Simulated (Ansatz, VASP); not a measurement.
SnO2 in VASP and in Ansatz

```
Sn O
1.0
     3.23058    0.00000    0.00000
    -1.61529    2.79776    0.00000
     0.00000    0.00000   10.79056
Sn O
2 4
Direct
  0.00000 0.00000 0.50000
  0.00000 0.00000 0.00000
  0.66667 0.33333 0.40586
  0.33333 0.66667 0.59414
  0.33333 0.66667 0.90586
  0.66667 0.33333 0.09414
```

Alike in both runs: task single point; functional PBE; k mesh 6 × 6 × 2; no spin polarisation.

|  | VASP | Ansatz |
| --- | --- | --- |
| version | VASP 6.6.1 | Ansatz 0.2.0 |
| potentials or method | VASP PAW PBE potentials, release 64 (Sn_d, O) | plane waves, PAW |
| plane-wave cutoff (eV) | 520 | 420 |
| occupations | gaussian, width 0.01 eV | fixed |
| valence electrons in the cell | 52 | 52 |

Ansatz gave:

* gap on the k mesh at the Fermi level (eV): 2.13
* pressure (GPa): -0.4
* largest component of the traceless stress (GPa): 0.60
* rms of the force components (eV/Å): 0.045

Q: What did VASP give for the same quantities?

A: gap on the k mesh at the Fermi level (eV): 2.11; pressure (GPa): 0.1; largest component of the traceless stress (GPa): 0.29; rms of the force components (eV/Å): 0.022.

Atom by atom the forces differ by 0.023 eV/Å (rms over components).

Caveats: spin-orbit coupling is left out, which moves the levels of the heavy elements. A k mesh can miss the band edges. As with any semilocal functional, this PBE gap is likely too small.
